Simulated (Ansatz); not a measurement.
# C6H7N: the cost of one run

Program: the Python package of Ansatz 0.2.0. Level of theory: PBE0/def2-SVP. These are calculated values, not measurements.

## Step 1: The structure

Bond lengths: N1–C2 1.400 Å, C2–C3 1.397 Å, C3–C4 1.397 Å, C4–C5 1.393 Å, C5–C6 1.393 Å, C2–C7 1.397 Å, C6–C7 1.398 Å, N1–H8 1.015 Å, N1–H9 1.015 Å, C3–H10 1.087 Å, C4–H11 1.087 Å, C5–H12 1.087 Å, C6–H13 1.087 Å, C7–H14 1.086 Å. Angles (14 of 21 angles, heavy atoms first): N1–C2–C3 120.3°, N1–C2–C7 120.3°, C3–C2–C7 118.6°, C2–C3–C4 120.7°, C3–C4–C5 120.0°, C4–C5–C6 119.7°, C5–C6–C7 120.0°, C2–C7–C6 120.7°, C2–N1–H8 113.6°, C2–N1–H9 113.6°, C2–C3–H10 120.2°, C4–C3–H10 119.1°, C3–C4–H11 119.9°, C5–C4–H11 120.1°.

No structure file is read: the coordinates are typed or built in the script.

## Step 2: The code

run_opt.py reads:

```python
'''Relax the C6H7N molecule.'''

import logging
import sys
import warnings

import ansatz as az
import numpy as np

logging.basicConfig(stream=sys.stdout, format='%(name)s: %(message)s')
logger = logging.getLogger('calc')
logger.setLevel(logging.INFO)

GEOMETRY = '''
N     2.27200   -0.35690    0.31720
C     0.91400   -0.11860    0.07270
C     0.30700    1.04750    0.54640
C    -1.07020    1.24150    0.41050
C    -1.86010    0.24870   -0.16430
C    -1.27440   -0.94300   -0.58460
C     0.10340   -1.13150   -0.44620
H     2.68480   -1.03940   -0.31040
H     2.82780    0.48960    0.38610
H     0.90360    1.81810    1.02680
H    -1.52560    2.16130    0.76700
H    -2.93210    0.39500   -0.26540
H    -1.88960   -1.73280   -1.00690
H     0.53920   -2.07960   -0.74880
'''


def main() -> None:
    warnings.simplefilter('ignore', az.DeckWarning)

    molecule = az.Crystal.molecule()
    for line in GEOMETRY.strip().splitlines():
        symbol, *xyz = line.split()
        molecule = molecule.atom(symbol, [float(v) for v in xyz])

    setup = (
        molecule.calculation()
        .basis(gaussian='def2-SVP')  # atom-centred Gaussian functions
        .functional('PBE0')
        .accuracy('medium')
    )
    symbols = [site.symbol for site in molecule.cartesian_sites]
    start = np.array([site.position_ang for site in molecule.cartesian_sites], dtype=float)
    def progress(event):
        if event['event'] == 'relax_step':
            row = event['data']
            logger.info(f'step {row["step"]:3d}  E = {row["lagrangian_ev"]:.6f} eV  largest force component {row["allowed_force_max_ev_ang"]:.4f} eV/A')


    data = setup.relax(force_tolerance=0.005, max_steps=100).session().plan().execute(on_event=progress).report
    end = np.array(data['positions_ang'])

    logger.info('reference energy %16.6f eV' % data['reference_energy_ev'])
    logger.info('total energy     %16.6f eV' % data['free_energy_ev'])
    print('occupied orbitals outside the frozen core (up, down):', data['n_occupied'], ' frozen:', data['n_frozen'], ' virtual:', data['n_virtual'])

    logger.info('final positions (A) and the move of each atom')
    for symbol, xyz, old in zip(symbols, end, start):
        logger.info(f'{symbol:2s} {xyz[0]:10.5f} {xyz[1]:10.5f} {xyz[2]:10.5f}   {np.linalg.norm(xyz - old):7.4f}')

    charges = data['charge_distribution']
    dipole = np.array(charges['dipole_moment_e_ang']) * 4.803205
    logger.info('dipole (D): {:.3f} {:.3f} {:.3f}, length {:.3f}'.format(*dipole, np.linalg.norm(dipole)))
    logger.info('atom  Mulliken   Lowdin')
    for symbol, m, l in zip(symbols, charges['mulliken_charges_e'], charges['lowdin_charges_e']):
        logger.info(f'{symbol:4s} {m:9.3f} {l:8.3f}')
    with open('c6h7n_opt.xyz', 'w') as handle:
        handle.write(f'{len(symbols)}\nrelaxed C6H7N\n')
        handle.writelines(f'{s:2s} {x:11.6f} {y:11.6f} {z:11.6f}\n' for s, (x, y, z) in zip(symbols, end))


if __name__ == '__main__':
    main()
```

## Step 3: Launch

Run with:

```sh
$ python run_opt.py
```

What time and memory should one allow on 1 thread of Intel Xeon 6975P-C (Granite Rapids), shared host?

About 43 s, with a peak of 0.42 GiB.
